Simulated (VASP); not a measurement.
# Vibrations of AlN: a test of the settings, part 2 of 3

Aim: test the modes of AlN against the numerical settings. The starting structure is a measured crystal structure from the Crystallography Open Database.

VASP 6.6.1.

## Step 2: Reference modes (continued)

Level of this step: LDA; plane waves and PAW (Al, N) (VASP).

Parts of OUTCAR (step 2):

```text
ion  position               nearest neighbor table
   1  0.667  0.333  0.502-   4 1.88   4 1.88   4 1.88   3 1.89   2 3.05   2 3.05   2 3.05   2 3.05
                             2 3.05   2 3.05
   2  0.333  0.667  0.002-   3 1.88   3 1.88   3 1.88   4 1.89   1 3.05   1 3.05   1 3.05   1 3.05
                             1 3.05   1 3.05
   3  0.667  0.333  0.883-   2 1.88   2 1.88   2 1.88   1 1.89
   4  0.333  0.667  0.383-   1 1.88   1 1.88   1 1.88   2 1.89

  LATTYP: Found a hexagonal cell.
 ALAT       =     3.0917057947
 C/A-ratio  =     1.6006565750

 Subroutine GETGRP returns: Found 12 space group operations
 (whereof  6 operations were pure point group operations)

The static configuration has the point symmetry C_3v.
 The point group associated with its full space group is C_6v.

 Found     76 irreducible k-points:

   k-points           NKPTS =     76   k-points in BZ     NKDIM =     76   number of bands    NBANDS=     14

   dimension x,y,z NGX =    24 NGY =   24 NGZ =   40
   dimension x,y,z NGXF=    48 NGYF=   48 NGZF=   80

   ENCUT  =  520.0 eV  38.22 Ry    6.18 a.u.   5.75  5.75  9.20*2*pi/ulx,y,z

   NELECT =      16.0000    total number of electrons

 k-points in reciprocal lattice and weights: Automatic mesh
   0.00000000  0.00000000  0.00000000       0.001
   0.08333333  0.00000000  0.00000000       0.007
   0.16666667  0.00000000  0.00000000       0.007
   0.25000000  0.00000000  0.00000000       0.007
   0.33333333 -0.00000000  0.00000000       0.007
   0.41666667  0.00000000  0.00000000       0.007
   0.50000000  0.00000000  0.00000000       0.003
   0.08333333  0.08333333  0.00000000       0.007
   0.16666667  0.08333333  0.00000000       0.014
[...]
0.33333333  0.25000000  0.50000000       0.014
   0.33333333  0.33333333  0.50000000       0.002

 average (electrostatic) potential at core
       1 -69.6877       2 -69.6877       3 -59.6932       4 -59.6932

  Total       -0.0015560     -0.0015560     -0.0013697     -0.0000000      0.0000000      0.0000000
  in kB       -0.0608565     -0.0608565     -0.0535674     -0.0000000      0.0000000      0.0000000
  external PRESSURE =      -0.0584268 kB  Pullay stress =       0.0000000 kB

  energy-cutoff  :      520.00
  volume of cell :       40.97
      direct lattice vectors                 reciprocal lattice vectors
     3.091705795  0.000000000  0.000000000     0.323446041  0.186741659  0.000000000
    -1.545852897  2.677495759  0.000000000     0.000000000  0.373483318  0.000000000
     0.000000000  0.000000000  4.948759208     0.000000000  0.000000000  0.202070854

 POSITION                                       TOTAL-FORCE (eV/Angst)
 -----------------------------------------------------------------------------------
      1.54585      0.89250      2.48198        -0.000000      0.000000     -0.000902
     -0.00000      1.78500      0.00760         0.000000      0.000000     -0.000902
      1.54585      0.89250      4.37205         0.000000     -0.000000      0.000902
     -0.00000      1.78500      1.89767        -0.000000      0.000000      0.000902
 -----------------------------------------------------------------------------------
    total drift:                               -0.000000      0.000000     -0.000413

 MACROSCOPIC STATIC DIELECTRIC TENSOR (including local field effects in DFT)
 ------------------------------------------------------
           4.400814     0.000000    -0.000000
           0.000000     4.400814     0.000000
           0.000000     0.000000     4.622263
 ------------------------------------------------------

 PIEZOELECTRIC TENSOR (including local field effects)  for field in x, y, z        (C/m^2)
          XX          YY          ZZ          XY          YZ          ZX
  --------------------------------------------------------------------------------
  x     0.00000    -0.00000     0.00000     0.00000     0.00000     0.33439
  y    -0.00000     0.00000     0.00000     0.00000     0.33439     0.00000
  z     0.25591     0.25591    -0.37992     0.00000     0.00000    -0.00000

 BORN EFFECTIVE CHARGES (including local field effects) (in |e|, cummulative output)
 ---------------------------------------------------------------------------------
 ion    1
    1     2.50982     0.00000     0.00000
    2     0.00000     2.50982     0.00000
    3    -0.00000    -0.00000     2.67208
 ion    2
    1     2.50982     0.00000    -0.00000
    2     0.00000     2.50982     0.00000
    3     0.00000     0.00000     2.67208
 ion    3
    1    -2.50982    -0.00000    -0.00000
    2    -0.00000    -2.50982     0.00000
    3     0.00000     0.00000    -2.67208
 ion    4
    1    -2.50982    -0.00000    -0.00000
    2    -0.00000    -2.50982     0.00000
    3    -0.00000    -0.00000    -2.67208

 Eigenvectors and eigenvalues of the dynamical matrix
 ----------------------------------------------------

   1 f  =   21.949216 THz   137.910988 2PiTHz  732.147021 cm-1    90.774621 meV
             X         Y         Z           dx          dy          dz
      1.545853  0.892499  2.481979    -0.000000    0.000000    0.008136
     -0.000000  1.784997  0.007600    -0.000000    0.000000   -0.008136
      1.545853  0.892499  4.372052     0.000000   -0.000000   -0.707060
     -0.000000  1.784997  1.897673     0.000000   -0.000000    0.707060

   2 f  =   20.431458 THz   128.374639 2PiTHz  681.520093 cm-1    84.497684 meV
             X         Y         Z           dx          dy          dz
      1.545853  0.892499  2.481979     0.137202    0.389882   -0.000000
     -0.000000  1.784997  0.007600     0.137202    0.389882   -0.000000
      1.545853  0.892499  4.372052    -0.190452   -0.541199    0.000000
     -0.000000  1.784997  1.897673    -0.190452   -0.541199   -0.000000

   3 f  =   20.431458 THz   128.374639 2PiTHz  681.520093 cm-1    84.497684 meV
             X         Y         Z           dx          dy          dz
      1.545853  0.892499  2.481979     0.389882   -0.137202   -0.000000
     -0.000000  1.784997  0.007600     0.389882   -0.137202   -0.000000
      1.545853  0.892499  4.372052    -0.541199    0.190452    0.000000
     -0.000000  1.784997  1.897673    -0.541199    0.190452    0.000000

   4 f  =   20.102968 THz   126.310675 2PiTHz  670.562843 cm-1    83.139159 meV
             X         Y         Z           dx          dy          dz
      1.545853  0.892499  2.481979     0.127076    0.361112   -0.000000
     -0.000000  1.784997  0.007600    -0.127076   -0.361112   -0.000000
      1.545853  0.892499  4.372052     0.197349    0.560806    0.000000
     -0.000000  1.784997  1.897673    -0.197349   -0.560806   -0.000000

   5 f  =   20.102968 THz   126.310675 2PiTHz  670.562843 cm-1    83.139159 meV
             X         Y         Z           dx          dy          dz
      1.545853  0.892499  2.481979    -0.361112    0.127076    0.000000
     -0.000000  1.784997  0.007600     0.361112   -0.127076    0.000000
      1.545853  0.892499  4.372052    -0.560806    0.197349   -0.000000
     -0.000000  1.784997  1.897673     0.560806   -0.197349   -0.000000

   6 f  =   18.704055 THz   117.521046 2PiTHz  623.900133 cm-1    77.353723 meV
             X         Y         Z           dx          dy          dz
      1.545853  0.892499  2.481979     0.000000   -0.000000    0.413320
     -0.000000  1.784997  0.007600    -0.000000    0.000000    0.413320
      1.545853  0.892499  4.372052     0.000000   -0.000000   -0.573730
     -0.000000  1.784997  1.897673    -0.000000    0.000000   -0.573730

   7 f  =   16.595238 THz   104.270954 2PiTHz  553.557544 cm-1    68.632357 meV
             X         Y         Z           dx          dy          dz
      1.545853  0.892499  2.481979    -0.000000    0.000000    0.707060
     -0.000000  1.784997  0.007600     0.000000    0.000000   -0.707060
      1.545853  0.892499  4.372052    -0.000000   -0.000000    0.008136
     -0.000000  1.784997  1.897673     0.000000   -0.000000   -0.008136

   8 f  =    7.172418 THz    45.065629 2PiTHz  239.246099 cm-1    29.662722 meV
             X         Y         Z           dx          dy          dz
      1.545853  0.892499  2.481979     0.197342    0.560808    0.000000
     -0.000000  1.784997  0.007600    -0.197342   -0.560808    0.000000
      1.545853  0.892499  4.372052    -0.127072   -0.361114    0.000000
     -0.000000  1.784997  1.897673     0.127072    0.361114    0.000000

   9 f  =    7.172418 THz    45.065629 2PiTHz  239.246099 cm-1    29.662722 meV
             X         Y         Z           dx          dy          dz
      1.545853  0.892499  2.481979    -0.560808    0.197342   -0.000000
     -0.000000  1.784997  0.007600     0.560808   -0.197342   -0.000000
      1.545853  0.892499  4.372052     0.361114   -0.127072   -0.000000
     -0.000000  1.784997  1.897673    -0.361114    0.127072   -0.000000

  10 f/i=    0.000569 THz     0.003577 2PiTHz    0.018990 cm-1     0.002354 meV
             X         Y         Z           dx          dy          dz
      1.545853  0.892499  2.481979    -0.445223   -0.361863   -0.000001
     -0.000000  1.784997  0.007600    -0.445223   -0.361863   -0.000001
      1.545853  0.892499  4.372052    -0.320740   -0.260687   -0.000001
     -0.000000  1.784997  1.897673    -0.320740   -0.260687   -0.000001

  11 f/i=    0.000569 THz     0.003577 2PiTHz    0.018990 cm-1     0.002354 meV
             X         Y         Z           dx          dy          dz
      1.545853  0.892499  2.481979    -0.361863    0.445223    0.000000
     -0.000000  1.784997  0.007600    -0.361863    0.445223    0.000000
      1.545853  0.892499  4.372052    -0.260687    0.320740    0.000000
     -0.000000  1.784997  1.897673    -0.260687    0.320740    0.000000

  12 f/i=    0.000581 THz     0.003649 2PiTHz    0.019372 cm-1     0.002402 meV
             X         Y         Z           dx          dy          dz
      1.545853  0.892499  2.481979     0.000001    0.000001   -0.573730
     -0.000000  1.784997  0.007600     0.000001    0.000001   -0.573730
      1.545853  0.892499  4.372052     0.000001    0.000001   -0.413320
     -0.000000  1.784997  1.897673     0.000001    0.000001   -0.413320

 MACROSCOPIC STATIC DIELECTRIC TENSOR IONIC CONTRIBUTION
 ------------------------------------------------------
           3.534509     0.000000    -0.000000
           0.000000     3.534509    -0.000000
          -0.000000    -0.000000     4.780443
 ------------------------------------------------------

 ELASTIC MODULI CONTR FROM IONIC RELAXATION (kBar)
 Direction    XX          YY          ZZ          XY          YZ          ZX
 --------------------------------------------------------------------------------
 XX        -771.7059    359.4050    456.5044     -0.0000      0.0000     -0.0000
 YY         359.4050   -771.7059    456.5044     -0.0000      0.0000      0.0000
 ZZ         456.5044    456.5044  -1010.8940      0.0000     -0.0000     -0.0000
 XY          -0.0000     -0.0000      0.0000   -565.5554     -0.0000     -0.0000
 YZ          -0.0000      0.0000     -0.0000     -0.0000   -145.4270     -0.0000
 ZX          -0.0000      0.0000     -0.0000     -0.0000     -0.0000   -152.0370
 --------------------------------------------------------------------------------

 PIEZOELECTRIC TENSOR IONIC CONTR  for field in x, y, z        (C/m^2)
          XX          YY          ZZ          XY          YZ          ZX
  --------------------------------------------------------------------------------
  x    -0.00000     0.00000    -0.00000    -0.00000    -0.00000    -0.68978
  y    -0.00000     0.00000    -0.00000    -0.00000    -0.67462    -0.00000
  z    -0.93411    -0.93411     2.06852    -0.00000     0.00000     0.00000
```

Energies printed during the response cycles are not total energies of the cell.

Reference: the zone-centre modes are B1 (2) 732.1, E1 681.5, E2 (2) 670.6, A1 623.9, B1 (1) 553.6, E2 (1) 239.2 cm⁻¹.

## Step 3: Modes with a 6×6×4 mesh

Against step 2 the input has a 6×6×4 mesh.

File INCAR:

```
SYSTEM = AlN
PREC = Accurate
ENCUT = 520
EDIFF = 1E-08
NELM = 100
ISMEAR = 0
SIGMA = 0.03
LREAL = .FALSE.
ALGO = Normal
GGA = CA
NBANDS = 14
LORBIT = 11
LWAVE = .FALSE.
LCHARG = .FALSE.
KPAR = 8
IBRION = 8
LEPSILON = .TRUE.
LPEAD = .TRUE.
ISIF = 2
```

File POSCAR:

```
AlN
1.0
    3.0917057947      0.0000000000      0.0000000000
   -1.5458528973      2.6774957593      0.0000000000
    0.0000000000      0.0000000000      4.9487592084
Al N
2 2
Direct
    0.6666666667      0.3333333333      0.5015356645
    0.3333333333      0.6666666667      0.0015356645
    0.6666666667      0.3333333333      0.8834643355
    0.3333333333      0.6666666667      0.3834643355
```

File KPOINTS:

```
Automatic mesh
0
Gamma
6 6 4
0 0 0
```

The projector-augmented-wave data sets are Al and N (LDA family, release 64).

Command:

```sh
$ mpirun -np 8 vasp_std
```

Output:

```text
[banner, memory and clock lines left out]
running    8 mpi-ranks, on    1 nodes
[...]
[... a notice as in an earlier step ...]

 LDA part: xc-table for (Slater(with rela. corr.)+CA(PZ))
 , standard interpolation
 POSCAR, INCAR and KPOINTS ok, starting setup
[...]
entering main loop
       N       E                     dE             d eps       ncg     rms          rms(c)
DAV:   1     0.422637063675E+02    0.42264E+02   -0.75337E+03   596   0.102E+03
DAV:   2    -0.343437760372E+02   -0.76607E+02   -0.70852E+02   818   0.196E+02
DAV:   3    -0.379514789821E+02   -0.36077E+01   -0.35913E+01   780   0.437E+01
DAV:   4    -0.379736771933E+02   -0.22198E-01   -0.22195E-01   666   0.404E+00
[...]
DAV:  13    -0.328400155564E+02    0.23296E-06   -0.12756E-06   768   0.825E-03    0.894E-04
DAV:  14    -0.328400155744E+02   -0.17995E-07   -0.24914E-08   690   0.124E-03    0.119E-03
DAV:  15    -0.328400155754E+02   -0.10918E-08   -0.25148E-09   480   0.434E-04
   1 F= -.32840016E+02 E0= -.32840016E+02  d E =-.101700E-25
[...]
RMM:  11    -0.235861341665E+00    0.13154E-09    0.64610E-09  3411   0.335E-05    0.457E-07
 first order change of Fermi-energy  -0.29533E+00
 force on displaced ion       3 direction 1 : -16.491  -0.000  -0.000
 Born effective charge ion    3 direction 1 :  -2.508  -0.001   0.000
 Linear response progress:
  Degree of freedom:   4/  4
       N       E                     dE             d eps       ncg     rms          rms(c)
RMM:   1    -0.249835920801E+00   -0.24984E+00    0.21980E-01  1298   0.318E+00
RMM:   2    -0.248967621692E+00    0.86830E-03   -0.24101E-03  1078   0.385E-01    0.189E-01
RMM:   3    -0.249127404528E+00   -0.15978E-03   -0.20924E-03  1062   0.243E-01    0.857E-02
RMM:   4    -0.250352509768E+00   -0.12251E-02   -0.99844E-04  1127   0.155E-01    0.226E-02
[...]
RMM:  10    -0.250576086894E+00   -0.77028E-07    0.48130E-08  1255   0.284E-05    0.952E-06
RMM:  11    -0.250576109649E+00   -0.22755E-07    0.47901E-08  1247   0.208E-05    0.159E-06
RMM:  12    -0.250576104906E+00    0.47428E-08    0.87213E-09  1060   0.168E-05    0.835E-07
 first order change of Fermi-energy   0.93196E+01
 force on displaced ion       3 direction 3 :  -0.000   0.000 -20.410
 Born effective charge ion    3 direction 3 :   0.000  -0.000  -2.672
 Born effective charges drift removed
 Linear response finished
```

Elapsed: 47 s, on 8 MPI ranks of AMD EPYC 7R43, shared host; peak memory 2.1 GiB.

OUTCAR, selected parts (step 3):

```text
  Total       -0.0000615     -0.0000615     -0.0076254     -0.0000000      0.0000000     -0.0000000
  in kB       -0.0024046     -0.0024046     -0.2982282     -0.0000000      0.0000000     -0.0000000
  external PRESSURE =      -0.1010124 kB  Pullay stress =       0.0000000 kB

 POSITION                                       TOTAL-FORCE (eV/Angst)
 -----------------------------------------------------------------------------------
      1.54585      0.89250      2.48198         0.000000     -0.000000     -0.002121
     -0.00000      1.78500      0.00760        -0.000000      0.000000     -0.002121
      1.54585      0.89250      4.37205         0.000000      0.000000      0.002121
     -0.00000      1.78500      1.89767        -0.000000      0.000000      0.002121
 -----------------------------------------------------------------------------------
    total drift:                               -0.000000      0.000000     -0.000403

 MACROSCOPIC STATIC DIELECTRIC TENSOR (including local field effects in DFT)
 ------------------------------------------------------
           4.378862     0.000000    -0.000000
           0.000000     4.378862    -0.000000
           0.000000     0.000000     4.615205
 ------------------------------------------------------

 MACROSCOPIC STATIC DIELECTRIC TENSOR IONIC CONTRIBUTION
 ------------------------------------------------------
           3.530983     0.000000     0.000000
           0.000000     3.530983     0.000000
           0.000000     0.000000     4.778542
 ------------------------------------------------------

[... 1 part as in an earlier step ...]

[... 1 further part left out ...]
```

With a 6×6×4 mesh the modes are at the top B1 (2) 732.5, E1 681.5 cm⁻¹, at the bottom B1 (1) 553.8, E2 (1) 239.4 cm⁻¹, with 2 more of the listed ones between; the largest shift is +0.4 cm⁻¹, in B1 (2), from the reference.

## Step 4: Modes with a cutoff of 400 eV

Against step 2 the input has ENCUT = 400.

Edit INCAR of step 3 so:

```diff
@@ -2,3 +2,3 @@
 PREC = Accurate
-ENCUT = 520
+ENCUT = 400
 EDIFF = 1E-08
```

POSCAR is that of step 3.

File KPOINTS:

```
Automatic mesh
0
Gamma
12 12 6
0 0 0
```

Command:

```sh
$ mpirun -np 8 vasp_std
```

Output:

```text
[... set-up lines as in an earlier step ...]
 entering main loop
       N       E                     dE             d eps       ncg     rms          rms(c)
DAV:   1     0.300054614496E+02    0.30005E+02   -0.64512E+03  2128   0.830E+02
DAV:   2    -0.351121605767E+02   -0.65118E+02   -0.60527E+02  2910   0.176E+02
DAV:   3    -0.379003673726E+02   -0.27882E+01   -0.27800E+01  2842   0.383E+01
DAV:   4    -0.379157702862E+02   -0.15403E-01   -0.15401E-01  2422   0.337E+00
[...]
DAV:  12    -0.328402134016E+02    0.49055E-06   -0.19488E-06  2602   0.105E-02    0.620E-03
DAV:  13    -0.328402131619E+02    0.23966E-06   -0.12554E-06  2776   0.840E-03    0.110E-03
DAV:  14    -0.328402131651E+02   -0.31514E-08   -0.19647E-08  2402   0.108E-03
   1 F= -.32840213E+02 E0= -.32840213E+02  d E =-.442332E-11
 Linear response reoptimize wavefunctions to high precision
DAV:   1    -0.328402131630E+02    0.21114E-08   -0.69340E-09  2788   0.642E-04
DAV:   2    -0.328402131630E+02   -0.12847E-10   -0.79449E-11  1532   0.698E-05
 Linear response to external field (no local field effect), progress :
[...]
RMM:  11    -0.235254476605E+00    0.46821E-08    0.47787E-08 19606   0.274E-05    0.276E-07
 first order change of Fermi-energy  -0.89435E+01
 force on displaced ion       3 direction 1 : -16.445   0.000  -0.000
 Born effective charge ion    3 direction 1 :  -2.510  -0.000  -0.000
 Linear response progress:
  Degree of freedom:   4/  4
       N       E                     dE             d eps       ncg     rms          rms(c)
RMM:   1    -0.248836770264E+00   -0.24884E+00    0.22600E-01  5504   0.312E+00
RMM:   2    -0.248403413561E+00    0.43336E-03   -0.29958E-03  4507   0.396E-01    0.190E-01
RMM:   3    -0.248544100091E+00   -0.14069E-03   -0.20567E-03  4518   0.243E-01    0.866E-02
RMM:   4    -0.249773096327E+00   -0.12290E-02   -0.94689E-04  4790   0.155E-01    0.232E-02
[...]
RMM:  11    -0.250019400941E+00   -0.42230E-07   -0.53931E-08  5367   0.285E-05    0.166E-06
RMM:  12    -0.250019389883E+00    0.11059E-07   -0.92983E-08  4677   0.229E-05    0.800E-07
RMM:  13    -0.250019390408E+00   -0.52503E-09   -0.96855E-08  3893   0.217E-05    0.103E-07
 first order change of Fermi-energy   0.93040E+01
 force on displaced ion       3 direction 3 :   0.000   0.000 -20.267
 Born effective charge ion    3 direction 3 :   0.000   0.000  -2.672
 Born effective charges drift removed
 Linear response finished
```

Run time: 96 s. Hardware: 8 MPI ranks; peak memory 3.7 GiB.

OUTCAR, selected parts (step 4):

```text
  Total       -0.9140452     -0.9140452     -0.9140142     -0.0000000     -0.0000000      0.0000000
  in kB      -35.7482674    -35.7482674    -35.7470522     -0.0000000     -0.0000000      0.0000000
  external PRESSURE =     -35.7478623 kB  Pullay stress =       0.0000000 kB

 POSITION                                       TOTAL-FORCE (eV/Angst)
 -----------------------------------------------------------------------------------
      1.54585      0.89250      2.48198         0.000000      0.000000     -0.000923
     -0.00000      1.78500      0.00760         0.000000     -0.000000     -0.000923
      1.54585      0.89250      4.37205         0.000000     -0.000000      0.000923
     -0.00000      1.78500      1.89767        -0.000000      0.000000      0.000923
 -----------------------------------------------------------------------------------
    total drift:                               -0.000000      0.000000     -0.000714

 MACROSCOPIC STATIC DIELECTRIC TENSOR (including local field effects in DFT)
 ------------------------------------------------------
           4.402243     0.000000    -0.000000
           0.000000     4.402243     0.000000
          -0.000000     0.000000     4.623631
 ------------------------------------------------------

 MACROSCOPIC STATIC DIELECTRIC TENSOR IONIC CONTRIBUTION
 ------------------------------------------------------
           3.534892     0.000000     0.000000
           0.000000     3.534892     0.000000
           0.000000     0.000000     4.778613
 ------------------------------------------------------

[... 1 part as in an earlier step ...]

[... 1 further part left out ...]
```

With a cutoff of 400 eV the modes are at the top B1 (2) 728.6, E1 681.4 cm⁻¹, at the bottom B1 (1) 553.5, E2 (1) 238.2 cm⁻¹, with 2 more of the listed ones between; the largest shift is -3.5 cm⁻¹, in B1 (2), from the reference.

(Part 2 of 3 ends here.)

[Lines on the potential files, build, host, timing and source positions are cut from VASP's logs without a mark.]

[Logs are printed without paths, hosts, clocks, repeated set-up lines and the standing remarks that a program may print on its own settings, such as how far it seeks lower states.]

[Hosts, paths, dates, database ids (printed as entryN), source tags and the programs' standing remarks are cut or masked in the printed files.]
